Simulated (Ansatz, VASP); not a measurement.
# ZnO: VASP beside Ansatz

File INCAR:

```
  ALGO = Normal
  EDIFF = 1E-6
  ENCUT = 520
  GGA = PE
  ISIF = 2
  ISMEAR = -1
  LASPH = True
  LCHARG = False
  LREAL = False
  LWAVE = False
  NBANDS = 16
  NELM = 80
  PREC = Accurate
  SIGMA = 0.02
```

Contents of KPOINTS:

```
k-points
0
Gamma
  10 10 10
```

File POSCAR:

```
ZnO
1.0
    0.0000000000      2.1337703972      2.1337703972
    2.1337703972      0.0000000000      2.1337703972
    2.1337703972      2.1337703972      0.0000000000
Zn O
1 1
Direct
    0.0000000000      0.0000000000      0.0000000000
    0.5000000000      0.5000000000      0.5000000000
```

Input for Ansatz:

```yaml
crystal:
  lattice:
    - [0.0, 2.1337703972, 2.1337703972]
    - [2.1337703972, 0.0, 2.1337703972]
    - [2.1337703972, 2.1337703972, 0.0]
  atoms:
    - { symbol: Zn, position: [0.0, 0.0, 0.0] }
    - { symbol: O, position: [0.5, 0.5, 0.5] }
kpoints:
  mp_grid: { grid: [10, 10, 10] }
  band_path:
    path:
      - [[0.0, 0.0, 0.0], [0.5, -5.596796271042e-37, 0.5], [0.625, 0.25, 0.625]]
      - [[0.375, 0.375, 0.75], [0.0, 0.0, 0.0], [0.5, 0.5, 0.5], [0.5, 0.25, 0.75], [0.5, -5.596796271042e-37, 0.5]]
    npoints: 10
hamiltonian:
  xc: pbe
scf:
  occupations: { method: fermi_dirac, width: 0.02 }
  n_extra_bands: 4
output:
  forces: true
  stress: true
  eigenvalues: true
```

The cell was built by a generator and needn't be a form met in nature.

Alike in both runs: task single point; functional PBE; k mesh 10 × 10 × 10; occupations fermi-dirac, width 0.02 eV; no spin polarisation.

|  | VASP | Ansatz |
| --- | --- | --- |
| version | VASP 6.6.1 | Ansatz 0.2.0 |
| potentials or method | VASP PAW PBE potentials, release 64 (Zn, O) | plane waves, PAW |
| plane-wave cutoff (eV) | 520 | 420 |
| valence electrons in the cell | 18 | 18 |

|  | VASP | Ansatz | Ansatz less VASP |
| --- | --- | --- | --- |
| gap on the k mesh at the Fermi level (eV) | 0.92 | 0.95 | +0.034 |
| pressure (GPa) | 9.1 | 8.0 | -1.18 |

The functional is the same, so the differences come from potentials, cutoffs and numerics.

A k mesh can miss the band edges. Expect the measured gap to be larger: semilocal functionals such as PBE lack the derivative discontinuity.
